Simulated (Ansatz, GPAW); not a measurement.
## Ballistic transport through naphthalene-2,6-dithiol between two Al chains, from relaxation to T(E)

How well does naphthalene-2,6-dithiol between two Al chains conduct once its atoms have relaxed, and how much do cheaper levels lose?

Main program and level: GPAW 26.7.0 and Ansatz 0.2.0; Ansatz plane waves; relaxation of the junction with the lead ends held, in the first sound run; inputs show where later runs differ.

**1. The structure**

The cell holds 32 atoms: 14 Al, 2 S, 6 H and 10 C. Cell: a = 12.784 Å, b = 9.141 Å, c = 41.450 Å, α = 90.0°, β = 90.0°, γ = 90.0°. Regions: left lead, 7 atoms (7 Al); channel, 18 atoms (2 S, 6 H and 10 C); right lead, 7 atoms (7 Al). Vacuum lies along a and b. The structure is stacked along c, and the current runs across the ab planes.

**2. Relaxing the atoms**

Transmission follows bond lengths closely, so the atoms between the held lead ends are relaxed first, from a slightly shaken start that lets symmetry break.

Contents of input.yaml:

```yaml
crystal:
  lattice:
    - [12.7843740557, 0.0, 0.0]
    - [0.0, 9.1410118177, 0.0]
    - [0.0, 0.0, 41.4500327119]
  atoms:
    - { symbol: Al, position: [0.5, 0.5, 0.02895052] }
    - { symbol: Al, position: [0.5, 0.5, 0.0868515599] }
    - { symbol: Al, position: [0.5, 0.5, 0.1447525999] }
    - { symbol: Al, position: [0.5, 0.5, 0.2026536398] }
    - { symbol: Al, position: [0.5, 0.5, 0.2605546798] }
    - { symbol: Al, position: [0.5021334135, 0.5024660179, 0.318437236] }
    - { symbol: Al, position: [0.5015311793, 0.4978636271, 0.3750326407] }
    - { symbol: S, position: [0.3942987355, 0.6452778323, 0.4007274316] }
    - { symbol: H, position: [0.5822949352, 0.6422348498, 0.4387227444] }
    - { symbol: C, position: [0.4204229607, 0.6439008258, 0.4440270864] }
    - { symbol: C, position: [0.5214647532, 0.6425930264, 0.4557565569] }
    - { symbol: H, position: [0.2526532258, 0.6404988471, 0.4589208745] }
    - { symbol: C, position: [0.3340963343, 0.6441731226, 0.4659284695] }
    - { symbol: H, position: [0.7094587417, 0.6432101236, 0.4843210065] }
    - { symbol: C, position: [0.5447602884, 0.6451393427, 0.4884766123] }
    - { symbol: C, position: [0.3615778342, 0.6465489643, 0.5001747699] }
    - { symbol: C, position: [0.6436995488, 0.6429955782, 0.5009488463] }
    - { symbol: C, position: [0.4540171475, 0.6408161556, 0.5114117073] }
    - { symbol: H, position: [0.2949448251, 0.6457619262, 0.5154047277] }
    - { symbol: C, position: [0.6622953327, 0.6469986333, 0.5330493895] }
    - { symbol: H, position: [0.7449744947, 0.6509041561, 0.5420514661] }
    - { symbol: C, position: [0.4787948286, 0.6407536631, 0.5453334138] }
    - { symbol: C, position: [0.5857845796, 0.6406765128, 0.5546351881] }
    - { symbol: H, position: [0.414935683, 0.6487857994, 0.56185466] }
    - { symbol: S, position: [0.6067898417, 0.6448141068, 0.5983332616] }
    - { symbol: Al, position: [0.4999278732, 0.5005432971, 0.6236443144] }
    - { symbol: Al, position: [0.4988174735, 0.4978225845, 0.680553458] }
    - { symbol: Al, position: [0.5, 0.5, 0.7394453202] }
    - { symbol: Al, position: [0.5, 0.5, 0.7973463602] }
    - { symbol: Al, position: [0.5, 0.5, 0.8552474001] }
    - { symbol: Al, position: [0.5, 0.5, 0.9131484401] }
    - { symbol: Al, position: [0.5, 0.5, 0.97104948] }
kpoints:
  mp_grid: { grid: [1, 1, 2] }
hamiltonian:
  xc: pbe
scf:
  occupations: { method: fermi_dirac, width: 0.1 }
relax:
  f_tol: 0.03
  max_steps: 80
  constraints: [{ sites: [0, 1, 2, 3, 4, 27, 28, 29, 30, 31] }]
```

Started as:

```bash
ansatz run input.yaml --threads 4 --pin off --max-ram 8192MiB --backend cpu --events-out ev --progress --plain --runs-dir out
```

Numbers of over 12 decimals in the logs are rounded to 6 here.

Log:

```text
Engine: ansatz 0.2.0, aarch64-unknown-linux-gnu
Pseudopotentials: kind: paw
Pseudopotential: Al, paw, valence charge 3, recommended cutoff 420 eV (normal), Al.paw.azcp
Pseudopotential: S, paw, valence charge 6, recommended cutoff 420 eV (normal), S.paw.azcp
Pseudopotential: H, paw, valence charge 1, recommended cutoff 420 eV (normal), H.paw.azcp
Pseudopotential: C, paw, valence charge 4, recommended cutoff 420 eV (normal), C.paw.azcp
Functional definition: PBE
  parameter kappa = 0.804
  parameter beta = 0.066725
  exchange = pbe_x(kappa = kappa, mu = beta*pi^2/3)
  correlation = pbe_c(beta = beta)
Crystal: 32 atoms, lattice volume = 4843.938 Å³
Basis set: ecut = 420 eV, 94715 PW (Γ), exchange–correlation on 180×128×576 points (8 copies of the dense FFT grid, shifted against one another)
Bands: 82, of which v1, the nominal top of the filled ones, is band 50 counted from 1 (49 counted from 0)
Symmetry: 1 space group operations
Space group: P1 (ITA 1), of the structure as read, at distance tolerance 1.7e-4 Å
k-points: 2
Non-local potential: Al, projectors of the file, l = 0: 2, l = 1: 2, l = 2: 1
Non-local potential: S, projectors of the file, l = 0: 2, l = 1: 2, l = 2: 2
Non-local potential: H, projectors of the file, l = 0: 2, l = 1: 1
Non-local potential: C, projectors of the file, l = 0: 2, l = 1: 2, l = 2: 1
PAW form: soft (Blöchl's): semilocal exchange-correlation on the pseudo side does not see the compensation charge
PAW one-centre angular grid: Al, 110 points (default); XC on 64 Gauss nodes
PAW one-centre angular grid: S, 110 points (default); XC on 64 Gauss nodes
PAW one-centre angular grid: H, 110 points (default); XC on 64 Gauss nodes
PAW one-centre angular grid: C, 110 points (default); XC on 64 Gauss nodes
Initial density: superposition of atomic densities (neutral atoms: chi_scale 0, normalization atom), corrected by the library's trained network
Initial wavefunctions: pseudopotential atomic-orbital guess
Functional: x = pbe(κ = 0.804, μ = 0.219515), c = pbe(β = 0.066725)
SCF iter   1: F=—  HF=-11906.428287 eV  |F-HF|=—  |Δ(HF+E_count)|=         —  Δρ=2.17e-3  dr2=7.01e-1  ethr=1.77e-3  ⟨swp⟩=18.0  Hψ=1354  notcnv=0  defer=8
preconditioner: auto → LDOS  [metal: Δε(μ)=0.200 eV  Ē_g=6.169 eV  σ=0.100 eV  W_gap=0.40  n_scr=226 (ndim 8)  ℏωp=4.8 eV  f_vac=0.721  D(μ)=22.28/eV (n_scr^D=68)  β→1.0]
SCF iter   2: F=—  HF=-11906.366185 eV  |F-HF|=—  |Δ(HF+E_count)|=   6.21e-2  Δρ=8.81e-4  dr2=2.06e-1  ethr=7.01e-4  ⟨swp⟩=5.0  Hψ=339  notcnv=0  defer=8
SCF iter   3: F=—  HF=-11906.381291 eV  |F-HF|=—  |Δ(HF+E_count)|=   1.51e-2  Δρ=6.73e-4  dr2=6.20e-2  ethr=2.06e-4  ⟨swp⟩=2.0  Hψ=298  notcnv=0  defer=8
SCF iter   4: F=—  HF=-11906.378785 eV  |F-HF|=—  |Δ(HF+E_count)|=   2.51e-3  Δρ=5.29e-4  dr2=2.97e-2  ethr=6.20e-5  ⟨swp⟩=2.0  Hψ=288  notcnv=0  defer=8
SCF iter   5: F=—  HF=-11906.373953 eV  |F-HF|=—  |Δ(HF+E_count)|=   4.83e-3  Δρ=2.11e-4  dr2=6.23e-3  ethr=2.97e-5  ⟨swp⟩=2.0  Hψ=220  notcnv=0  defer=8
SCF iter   6: F=—  HF=-11906.373584 eV  |F-HF|=—  |Δ(HF+E_count)|=   3.69e-4  Δρ=1.04e-4  dr2=1.30e-3  ethr=6.23e-6  ⟨swp⟩=2.0  Hψ=226  notcnv=0  defer=8
SCF iter   7: F=—  HF=-11906.373440 eV  |F-HF|=—  |Δ(HF+E_count)|=   1.45e-4  Δρ=3.99e-5  dr2=2.07e-4  ethr=1.30e-6  ⟨swp⟩=2.0  Hψ=224  notcnv=0  defer=8
SCF iter   8: F=—  HF=-11906.373445 eV  |F-HF|=—  |Δ(HF+E_count)|=   5.57e-6  Δρ=1.97e-5  dr2=4.73e-5  ethr=2.07e-7  ⟨swp⟩=2.0  Hψ=246  notcnv=0  defer=8
SCF iter   9: F=-11906.373448 eV  HF=-11906.373452 eV  |F-HF|=3.51e-6  |Δ(HF+E_count)|=   6.46e-6  Δρ=9.99e-6  dr2=1.16e-5  ethr=2.25e-8  ⟨swp⟩=5.0  Hψ=480  notcnv=0
smearing: bands 49 to 50 share 2.264 electrons (they would hold 2.000 with every lower band full and every higher one empty; bands counted from 0; each is filled to between 0.5383 and 0.5832 of a full level; at each k-point the levels lie within 1.7e-2 eV, against a smearing width of 0.1000 eV). The entropy term TS of this state is 0.7650 eV
SCF 1 converged in 9 iterations: F = -11906.373448 eV  dr2 = 1.16e-5
  greatest PAW one-centre occupation: 0.858 electrons in one spin orbital (limit 2), on the S atom at site 7 (counted from 0), in its partial waves of l = 0
relax step   1: F+E_penalty+E_count = -11906.37344830 eV  Δ(F+E_penalty+E_count) = +0.000e0 eV  max|allowed force component| = 8.037e0 eV/Å  Δτ_max = 0.0000 Å  (9 SCF iters, dr2 threshold 2.25e-5 eV, accepted)
Initial density: handed on by an earlier stage of this run
Initial wavefunctions: those handed on with the density
iter 1 solved again at ethr=9.82e-4 eV; its pass at ethr=3.10e-3 eV (dr2=9.82e-1 eV) is discarded
SCF iter   1: F=—  HF=-11907.907973 eV  |F-HF|=—  |Δ(HF+E_count)|=         —  Δρ=3.44e-3  dr2=9.69e-1  ethr=9.82e-4  ⟨swp⟩=1.0  Hψ=638  notcnv=0  defer=9
preconditioner: auto → LDOS  [metal: Δε(μ)=0.219 eV  Ē_g=6.166 eV  σ=0.100 eV  W_gap=0.44  n_scr=226 (ndim 8)  ℏωp=4.8 eV  f_vac=0.718  D(μ)=22.04/eV (n_scr^D=66)  β→1.0]
SCF iter   2: F=—  HF=-11907.934249 eV  |F-HF|=—  |Δ(HF+E_count)|=   2.63e-2  Δρ=2.80e-3  dr2=7.99e-1  ethr=9.69e-4  ⟨swp⟩=3.5  Hψ=357  notcnv=0  defer=9
SCF iter   3: F=—  HF=-11907.770039 eV  |F-HF|=—  |Δ(HF+E_count)|=   1.64e-1  Δρ=1.07e-3  dr2=1.41e-1  ethr=7.99e-4  ⟨swp⟩=3.5  Hψ=375  notcnv=0  defer=8
SCF iter   4: F=—  HF=-11907.748772 eV  |F-HF|=—  |Δ(HF+E_count)|=   2.13e-2  Δρ=3.50e-4  dr2=2.30e-2  ethr=1.41e-4  ⟨swp⟩=2.0  Hψ=258  notcnv=0  defer=8
SCF iter   5: F=—  HF=-11907.747919 eV  |F-HF|=—  |Δ(HF+E_count)|=   8.53e-4  Δρ=2.25e-4  dr2=5.54e-3  ethr=2.30e-5  ⟨swp⟩=2.0  Hψ=224  notcnv=0  defer=8
SCF iter   6: F=—  HF=-11907.747359 eV  |F-HF|=—  |Δ(HF+E_count)|=   5.60e-4  Δρ=1.00e-4  dr2=1.19e-3  ethr=5.54e-6  ⟨swp⟩=2.0  Hψ=226  notcnv=0  defer=8
SCF iter   7: F=—  HF=-11907.747416 eV  |F-HF|=—  |Δ(HF+E_count)|=   5.75e-5  Δρ=5.40e-5  dr2=3.29e-4  ethr=1.19e-6  ⟨swp⟩=2.0  Hψ=236  notcnv=0  defer=8
SCF iter   8: F=-11907.747384 eV  HF=-11907.747420 eV  |F-HF|=3.62e-5  |Δ(HF+E_count)|=   3.65e-6  Δρ=2.46e-5  dr2=7.21e-5  ethr=1.00e-7  ⟨swp⟩=3.0  Hψ=604  notcnv=0
smearing: bands 49 to 50 share 2.308 electrons (they would hold 2.000 with every lower band full and every higher one empty; bands counted from 0; each is filled to between 0.5612 and 0.5948 of a full level; at each k-point the levels lie within 1.1e-2 eV, against a smearing width of 0.1000 eV). The entropy term TS of this state is 0.7479 eV
SCF 2 converged in 8 iterations: F = -11907.747384 eV  dr2 = 7.21e-5
  greatest PAW one-centre occupation: 0.859 electrons in one spin orbital (limit 2), on the S atom at site 7 (counted from 0), in its partial waves of l = 0
[...]
relax step   8: F+E_penalty+E_count = -11908.66440972 eV  Δ(F+E_penalty+E_count) = -2.965e-2 eV  max|allowed force component| = 1.439e-1 eV/Å  Δτ_max = 0.1947 Å  (8 SCF iters, dr2 threshold 3.59e-6 eV, accepted)
relax step   9: F+E_penalty+E_count = -11908.68613013 eV  Δ(F+E_penalty+E_count) = -2.172e-2 eV  max|allowed force component| = 1.171e-1 eV/Å  Δτ_max = 0.1950 Å  (8 SCF iters, dr2 threshold 1.96e-5 eV, accepted)
relax step  10: F+E_penalty+E_count = -11908.69655068 eV  Δ(F+E_penalty+E_count) = -1.042e-2 eV  max|allowed force component| = 6.482e-2 eV/Å  Δτ_max = 0.1950 Å  (8 SCF iters, dr2 threshold 9.09e-6 eV, accepted)
relax step  11: F+E_penalty+E_count = -11908.69898980 eV  Δ(F+E_penalty+E_count) = -2.439e-3 eV  max|allowed force component| = 3.855e-2 eV/Å  Δτ_max = 0.0372 Å  (8 SCF iters, dr2 threshold 1.29e-6 eV, accepted)
SCF iter   1: F=—  HF=-11908.703353 eV  |F-HF|=—  |Δ(HF+E_count)|=         —  Δρ=8.12e-4  dr2=1.61e-2  ethr=1.51e-4  ⟨swp⟩=2.0  Hψ=364  notcnv=0  defer=6
preconditioner: auto → LDOS  [metal: Δε(μ)=0.214 eV  Ē_g=6.099 eV  σ=0.100 eV  W_gap=0.40  n_scr=226 (ndim 8)  ℏωp=4.8 eV  f_vac=0.716  D(μ)=19.15/eV (n_scr^D=46)  β→1.0]
SCF iter   2: F=—  HF=-11908.702047 eV  |F-HF|=—  |Δ(HF+E_count)|=   1.31e-3  Δρ=2.69e-4  dr2=6.96e-3  ethr=1.61e-5  ⟨swp⟩=2.0  Hψ=276  notcnv=0  defer=6
SCF iter   3: F=—  HF=-11908.699976 eV  |F-HF|=—  |Δ(HF+E_count)|=   2.07e-3  Δρ=1.13e-4  dr2=1.20e-3  ethr=6.96e-6  ⟨swp⟩=2.0  Hψ=238  notcnv=0  defer=6
SCF iter   4: F=—  HF=-11908.699643 eV  |F-HF|=—  |Δ(HF+E_count)|=   3.33e-4  Δρ=3.76e-5  dr2=1.38e-4  ethr=1.20e-6  ⟨swp⟩=2.0  Hψ=242  notcnv=0  defer=6
SCF iter   5: F=—  HF=-11908.699610 eV  |F-HF|=—  |Δ(HF+E_count)|=   3.33e-5  Δρ=8.88e-6  dr2=6.19e-6  ethr=1.38e-7  ⟨swp⟩=2.0  Hψ=236  notcnv=0  defer=6
SCF iter   6: F=—  HF=-11908.699907 eV  |F-HF|=—  |Δ(HF+E_count)|=   2.97e-4  Δρ=4.83e-6  dr2=2.40e-6  ethr=6.19e-9  ⟨swp⟩=2.0  Hψ=256  notcnv=0  defer=6
SCF iter   7: F=—  HF=-11908.699908 eV  |F-HF|=—  |Δ(HF+E_count)|=   6.61e-7  Δρ=2.26e-6  dr2=5.34e-7  ethr=2.40e-9  ⟨swp⟩=2.0  Hψ=242  notcnv=0  defer=6
SCF iter   8: F=—  HF=-11908.699908 eV  |F-HF|=—  |Δ(HF+E_count)|=   1.84e-7  Δρ=1.01e-6  dr2=1.26e-7  ethr=5.34e-10  ⟨swp⟩=2.0  Hψ=254  notcnv=0  defer=6
SCF iter   9: F=-11908.699908 eV  HF=-11908.699908 eV  |F-HF|=4.97e-9  |Δ(HF+E_count)|=   2.44e-8  Δρ=3.84e-7  dr2=2.16e-8  ethr=1.00e-10  ⟨swp⟩=4.0  Hψ=474  notcnv=0
smearing: bands 49 to 50 share 2.169 electrons (they would hold 2.000 with every lower band full and every higher one empty; bands counted from 0; each is filled to between 0.5104 and 0.5647 of a full level; at each k-point the levels lie within 2.2e-2 eV, against a smearing width of 0.1000 eV). The entropy term TS of this state is 0.6261 eV
SCF 12 converged in 9 iterations: F = -11908.699908 eV  dr2 = 2.16e-8
relax step  12: F+E_penalty+E_count = -11908.69990779 eV  Δ(F+E_penalty+E_count) = -9.180e-4 eV  max|allowed force component| = 1.793e-2 eV/Å  Δτ_max = 0.0281 Å  (9 SCF iters, accepted)
SCF converged after 9 iterations
Free energy (F): -11908.699908 eV
Harris-Foulkes:  -11908.699908 eV  (|F-HF|=4.97e-9)
Internal energy: -11908.073778 eV  (E = F + TS)
E sigma→0 (E₀):  -11908.386843 eV
Entropy (-TS):   -0.626130 eV (-19.567 meV/atom)
Fermi energy:    -3.260403 eV
--- Per-component energies (eV) ---
  E_band       = -917.317053
  E_kinetic    = 1461.604517
  E_local      = -18574.591992  (includes V_loc(G=0)·N_el)
  E_nonlocal   = 500.474795
  E_hartree    = 8505.473625
  E_xc         = -1239.151710
  E_vxc        = -1181.479076  (∫ρ·V_xc dr)
  E_paw        = -8740.884255  (= ΣΔE_a)
  E_vpaw       = -134.269799  (= ΣTr[D̂ρ^β])
  E_aug_tail   = -0.008147  (compensation charges beyond the density's cutoff)
  E_ewald      = 6179.009389
  E_smearing   = -0.626130  (= −TS)
  E_closure    = -0.000000  (closes the sum)
  Σ components = -11908.699908   (vs F -11908.699908, Δ=0.00e0)
--- Forces (eV/Å), atoms counted from 1 ---
  atom   1  Al    -0.00452677    -0.00606264    -0.02756004
  atom   2  Al    -0.02470596     0.02462328    -0.05357196
  atom   3  Al     0.07372606    -0.05334549    -0.04505469
  atom   4  Al    -0.09331010     0.06379663    -0.26961990
  atom   5  Al     0.04695365    -0.03127426     0.75026844
  atom   6  Al    -0.00287146    -0.00107121     0.00491396
  atom   7  Al    -0.00205405     0.00965909     0.00081985
  atom   8  S      0.00191170    -0.00439823    -0.00447459
  atom   9  H     -0.00104425     0.00156337    -0.00020249
  atom  10  C     -0.00446211    -0.01792940    -0.00769060
  atom  11  C      0.00180328     0.00374662     0.01354499
  atom  12  H      0.00320443    -0.00048849     0.00721910
  atom  13  C     -0.00353717     0.00856163    -0.01136259
  atom  14  H     -0.00309636    -0.00096655     0.00257658
  atom  15  C      0.01107265    -0.00124495    -0.01063537
  atom  16  C      0.00357893    -0.00011397     0.00241761
  atom  17  C      0.00116703     0.00334542    -0.00537887
  atom  18  C     -0.01104587     0.00661884     0.01105497
  atom  19  H      0.00065573    -0.00061607    -0.00398141
  atom  20  C      0.00460642     0.00777949     0.00951462
  atom  21  H     -0.00339732    -0.00082190    -0.00664013
  atom  22  C      0.00091535     0.00347984    -0.01138235
  atom  23  C     -0.00205831    -0.01642453     0.01250482
  atom  24  H      0.00050294     0.00102906    -0.00168706
  atom  25  S     -0.00058543    -0.00549733     0.00406221
  atom  26  Al     0.00164642     0.00865568    -0.00035002
  atom  27  Al     0.00268837     0.00005799    -0.00475368
  atom  28  Al    -0.04676421    -0.03119985    -0.75073997
  atom  29  Al     0.09391207     0.06299619     0.26965557
  atom  30  Al    -0.07434393    -0.05274250     0.04536713
  atom  31  Al     0.02502247     0.02442927     0.05358456
  atom  32  Al     0.00444385    -0.00611288     0.02757841
  max |Σ_I F_I| component: 3.22e-5 eV/Å
--- Relaxed structure (12 steps of the walk, 12 accepted, 0 SCFs on fresh bases) ---
  F+E_penalty+E_count = -11908.69990779 eV   max|allowed force component| = 1.793e-2 eV/Å
  atoms:
    - { symbol: Al, position: [0.5, 0.5, 0.02895052] }
    - { symbol: Al, position: [0.5, 0.5, 0.086852] }
    - { symbol: Al, position: [0.5, 0.5, 0.1447525999] }
    - { symbol: Al, position: [0.5, 0.5, 0.2026536398] }
    - { symbol: Al, position: [0.5, 0.5, 0.260555] }
    - { symbol: Al, position: [0.404622, 0.587629, 0.311598] }
    - { symbol: Al, position: [0.459334, 0.544259, 0.372229] }
    - { symbol: S, position: [0.359073, 0.675854, 0.405726] }
    - { symbol: H, position: [0.570103, 0.657527, 0.436340] }
    - { symbol: C, position: [0.404622, 0.654515, 0.446155] }
    - { symbol: C, position: [0.509298, 0.651808, 0.454799] }
    - { symbol: H, position: [0.244666, 0.651192, 0.463678] }
    - { symbol: C, position: [0.326833, 0.650134, 0.470697] }
    - { symbol: H, position: [0.707116, 0.646210, 0.478767] }
    - { symbol: C, position: [0.539805, 0.647076, 0.487683] }
    - { symbol: C, position: [0.354531, 0.646761, 0.502776] }
    - { symbol: C, position: [0.646454, 0.647324, 0.497299] }
    - { symbol: C, position: [0.461187, 0.646801, 0.512390] }
    - { symbol: H, position: [0.293899, 0.645274, 0.521315] }
    - { symbol: C, position: [0.674163, 0.650598, 0.529377] }
    - { symbol: H, position: [0.756333, 0.651930, 0.536391] }
    - { symbol: C, position: [0.491696, 0.651458, 0.545273] }
    - { symbol: C, position: [0.596374, 0.654525, 0.553916] }
    - { symbol: H, position: [0.430902, 0.656848, 0.563742] }
    - { symbol: S, position: [0.641873, 0.675803, 0.594353] }
    - { symbol: Al, position: [0.541565, 0.544075, 0.627807] }
    - { symbol: Al, position: [0.596154, 0.586719, 0.688470] }
    - { symbol: Al, position: [0.5, 0.5, 0.739445] }
    - { symbol: Al, position: [0.5, 0.5, 0.7973463602] }
    - { symbol: Al, position: [0.5, 0.5, 0.855247] }
    - { symbol: Al, position: [0.5, 0.5, 0.9131484401] }
    - { symbol: Al, position: [0.5, 0.5, 0.971049] }
```

Wall time 5.5 min (4 threads of Arm Neoverse N1, shared host); peak memory 5.1 GiB; 21 min of CPU time.

Relaxation path:

```csv
step,energy less that of the first step (eV),largest force component (eV/Å)
1,0.0000,8.0370
2,-1.3739,3.0909
3,-1.9005,0.5797
4,-2.0957,0.3246
5,-2.1798,0.1990
6,-2.2289,0.0805
7,-2.2613,0.1480
8,-2.2910,0.1439
9,-2.3127,0.1171
10,-2.3231,0.0648
11,-2.3255,0.0386
12,-2.3265,0.0179
```

The atoms that moved most (Å):

```csv
atom,dx,dy,dz,length
Al27,1.244,0.813,0.328,1.522
Al6,-1.247,0.778,-0.283,1.497
Al7,-0.539,0.424,-0.116,0.696
Al26,0.532,0.398,0.173,0.687
S8,-0.450,0.280,0.207,0.569
S25,0.449,0.283,-0.165,0.556
H21,0.145,0.009,-0.235,0.276
H19,-0.013,-0.004,0.245,0.245
```

The relaxed structure:

```cif
data_structure
_symmetry_space_group_name_H-M 'P 1'
_symmetry_Int_Tables_number 1
_cell_length_a 12.7844
_cell_length_b 9.1410
_cell_length_c 41.4500
_cell_angle_alpha 90.000
_cell_angle_beta 90.000
_cell_angle_gamma 90.000
_cell_volume 4843.94
loop_
_atom_site_label
_atom_site_type_symbol
_atom_site_fract_x
_atom_site_fract_y
_atom_site_fract_z
_atom_site_occupancy
Al1 Al 0.50000 0.50000 0.02895 1
Al2 Al 0.50000 0.50000 0.08685 1
Al3 Al 0.50000 0.50000 0.14475 1
Al4 Al 0.50000 0.50000 0.20265 1
Al5 Al 0.50000 0.50000 0.26055 1
Al6 Al 0.40462 0.58763 0.31160 1
Al7 Al 0.45933 0.54426 0.37223 1
S8 S 0.35907 0.67585 0.40573 1
H9 H 0.57010 0.65753 0.43634 1
C10 C 0.40462 0.65451 0.44616 1
C11 C 0.50930 0.65181 0.45480 1
H12 H 0.24467 0.65119 0.46368 1
C13 C 0.32683 0.65013 0.47070 1
H14 H 0.70712 0.64621 0.47877 1
C15 C 0.53980 0.64708 0.48768 1
C16 C 0.35453 0.64676 0.50278 1
C17 C 0.64645 0.64732 0.49730 1
C18 C 0.46119 0.64680 0.51239 1
H19 H 0.29390 0.64527 0.52132 1
C20 C 0.67416 0.65060 0.52938 1
H21 H 0.75633 0.65193 0.53639 1
C22 C 0.49170 0.65146 0.54527 1
C23 C 0.59637 0.65453 0.55392 1
H24 H 0.43090 0.65685 0.56374 1
S25 S 0.64187 0.67580 0.59435 1
Al26 Al 0.54157 0.54408 0.62781 1
Al27 Al 0.59615 0.58672 0.68847 1
Al28 Al 0.50000 0.50000 0.73945 1
Al29 Al 0.50000 0.50000 0.79735 1
Al30 Al 0.50000 0.50000 0.85525 1
Al31 Al 0.50000 0.50000 0.91315 1
Al32 Al 0.50000 0.50000 0.97105 1
```

Numbers from this step:

| Quantity | Value |
| --- | --- |
| free energy | -11908.6999 eV |
| smearing term TS | 0.6261 eV |
| symmetry operations | 1 |

The relaxation lowered the energy of the cell by 2.33 eV.

(Part 1 of 4 ends here.)

[Logs are printed without paths, hosts, clocks, repeated set-up lines and the standing remarks that a program may print on its own settings, such as how far it seeks lower states.]

[Hosts, paths, dates, database ids (printed as entryN), source tags and the programs' standing remarks are cut or masked in the printed files.]
